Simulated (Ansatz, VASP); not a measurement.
**Two plane-wave programs on As**

```
As
1.0
     0.00000    2.17530    2.17530
     2.17530    0.00000    2.17530
     2.17530    2.17530    0.00000
As
1
Direct
  0.00000 0.00000 0.00000
```

Alike in both runs: task single point; functional BLYP; k mesh 14 × 14 × 14; occupations fermi-dirac, width 0.1 eV; no spin polarisation.

|  | VASP | Ansatz |
| --- | --- | --- |
| version | VASP 6.6.1 | Ansatz 0.2.0 |
| potentials or method | VASP PAW PBE potentials, release 64 (As) | plane waves (420 eV) with PAW, scalar-relativistic |
| plane-wave cutoff (eV) | 520 | 420 |
| valence electrons in the cell | 5 | 15 |

Ansatz gave:

```
pressure (GPa) : 2.6
```

Problem. What did VASP give for the same quantities?

Solution. Pressure (GPa): 2.9.

The functional is the same, so the differences come from potentials, cutoffs and numerics. The two sets of potentials don't hold the same shells in valence.

Caveats: the PAW data sets were made with another functional, which shifts forces and pressure a little (VASP).
